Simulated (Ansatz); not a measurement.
Relaxed CaF2 (fluorite):

```xyz
6
Lattice="0.0000 5.5110 5.5110 2.7555 2.7555 5.5110 2.7555 2.7555 0.0000" Properties=species:S:1:pos:R:3 pbc="T T T"
Ca     0.0000     0.0000     0.0000
Ca     2.7555     5.5110     2.7555
F      1.3777     1.3777     1.3777
F      1.3777     4.1332     4.1332
F      4.1332     4.1332     4.1332
F      4.1332     6.8887     6.8887
```

A phonon eigenvector at X = (0.5, 0.5, 0.0) is frozen into this cell: atom i moves by Q times the vector below, so Q is the largest atomic displacement, in Å. The cell is held. It is one choice among 2 degenerate patterns. (q is in reciprocal vectors of the primitive cell; the cell shown is doubled to hold the pattern.)

| atom | x | y | z |
|---|---|---|---|
| Ca1 | 0.146 | 0.000 | 0.000 |
| Ca2 | -0.146 | 0.000 | 0.000 |
| F3 | 0.000 | -1.000 | 0.000 |
| F4 | 0.000 | 1.000 | 0.000 |
| F5 | 0.000 | -1.000 | 0.000 |
| F6 | 0.000 | 1.000 | 0.000 |

Calculation: PBE (plane waves to 420 eV, PAW, scalar-relativistic; Ansatz, a quantum-chemistry and plane-wave program). k mesh 10×10×10 (Γ-centred), Fermi-Dirac smearing 0.05 eV. The energy includes the smearing's −TS. Stress and pressure are positive under compression. CaF2 was relaxed with its symmetry unable to fall. The zero of ΔE is the undisplaced structure.

| Q (Å) | ΔE (meV/cell) | P (GPa) | −dE/dQ from forces (eV/Å) |
|---|---|---|---|
| -0.180 | 492 | 2.45 | 5.847 |
| -0.150 | 334 | 1.67 | 4.671 |
| -0.120 | 210 | 1.06 | 3.612 |
| -0.090 | 117 | 0.59 | 2.639 |
| -0.060 | 51 | 0.26 | 1.727 |
| -0.030 | 13 | 0.07 | 0.854 |
| 0.000 | 0 | 0.00 | 0.000 |
| 0.030 | 13 | 0.07 | -0.854 |
| 0.060 | 51 | 0.26 | -1.727 |
| 0.090 | 117 | 0.59 | -2.639 |
| 0.120 | 210 | 1.06 | -3.612 |
| 0.150 | 334 | 1.67 | -4.671 |
| 0.180 | 492 | 2.45 | -5.847 |

Derived quantities:

| Item | Result |
|---|---|
| Energy at Q = 0.180 Å | 492 meV/cell |
| Space group of the distorted cell | Cmcm (No. 63), lowered from Fm-3m |
| Symmetry of the curve | even: the same for both signs |
| Shape of the curve | a single well with its minimum at or next to zero displacement |
| Harmonic wavenumber from the curvature (finite differences) | 315 cm⁻¹ |
| Wavenumber by perturbation theory (DFPT, on another k mesh) | 315 cm⁻¹ |

(A displaced cell: forces are minus the slopes of the energy, force constants its curvatures, and phonons follow from these.)
